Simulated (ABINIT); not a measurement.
Crystal: MoP.

```
CELL_PARAMETERS angstrom
3.22300 0.00000 0.00000
-1.61150 2.79120 0.00000
0.00000 0.00000 3.19100
ATOMIC_POSITIONS crystal
Mo 0.00000 0.00000 0.00000
P 0.33333 0.66667 0.50000
```

Base run:

```yaml
Program: ABINIT 10.8.3 (patched build)
Functional: PBEsol
Potentials_or_basis: PseudoDojo NC SR PBEsol v0.4 stringent
Cutoff: 1088 eV
k_mesh: 10 × 10 × 8
Occupations: fermi-dirac, width 0.05 eV
Spin: no spin polarisation
```

Its results: band gap on the k mesh none (metal or under the smearing width); pressure -3.7 GPa.

Task: The run is repeated on the same cell with these changes: functional from PBEsol to LDA-PZ; potentials or basis from PseudoDojo NC SR PBEsol v0.4 stringent to JTH PAW LDA v2.0; cutoff from 1088 eV to 544 eV. What comes out?

Result: Band gap on the k mesh none (metal or under the smearing width); pressure -6.9 GPa.
